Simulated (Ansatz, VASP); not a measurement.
Given: the input of a run of VASP 6.6.1 on Sb.

File INCAR:

```
PREC = Accurate ; ENCUT = 520
EDIFF = 1E-7 ; ISMEAR = -1
SIGMA = 0.05 ; LREAL = F
LASPH = T ; NELM = 80
ALGO = Normal ; ISIF = 2
LWAVE = F ; LCHARG = F
GGA = PE ; NBANDS = 8
```

The input KPOINTS:

```
regular mesh
0
Gamma
  10 10 10
```

POSCAR

```
Sb
1.0
   -1.8460493956      1.8460493956      1.8460493956
    1.8460493956     -1.8460493956      1.8460493956
    1.8460493956      1.8460493956     -1.8460493956
Sb
1
Direct
    0.0000000000      0.0000000000      0.0000000000
```

Potentials or basis: VASP PAW PBE potentials, release 64 (Sb).

Run with:

```bash
$ cat potpaw_PBE.64/Sb/POTCAR > POTCAR
$ mpirun -np 1 vasp_std > vasp.out
```

Task: Set up the same calculation for Ansatz 0.2.0. Potentials there: all-electron LAPW, scalar-relativistic.

Result: As run (the cutoff follows the program's own potentials):

The input input.yaml:

```yaml
crystal:
  lattice:
    - [-1.8460493956, 1.8460493956, 1.8460493956]
    - [1.8460493956, -1.8460493956, 1.8460493956]
    - [1.8460493956, 1.8460493956, -1.8460493956]
  atoms:
    - { symbol: Sb, position: [0.0, 0.0, 0.0] }
kpoints:
  mp_grid: { grid: [10, 10, 10] }
scf:
  occupations: { method: fermi_dirac, width: 0.05 }
hamiltonian:
  xc: pbe
  pseudopotentials: { kind: all_electron, lapw: { basis_error: 0.0005 } }
output:
  forces: true
  stress: true
  eigenvalues: true
```

Potentials or basis: all-electron LAPW, scalar-relativistic.

Launch:

```sh
$ ansatz run input.yaml --threads 1 --pin off --max-ram 3072MiB --backend cpu --events-out ev --progress --plain --runs-dir out
```

Both were run:

|  | VASP | Ansatz | Ansatz less VASP |
| --- | --- | --- | --- |
| gap on the k mesh at the Fermi level (eV) | none | none | - |
| pressure (GPa) | 6.3 | 6.4 | +0.12 |

A gap of «none» marks a metal or a gap that the smearing closes. Ansatz ran all-electron here, so the differences hold the error of VASP's frozen core and of both bases.

The runs have no spin-orbit coupling, so splittings on Sb are missing.
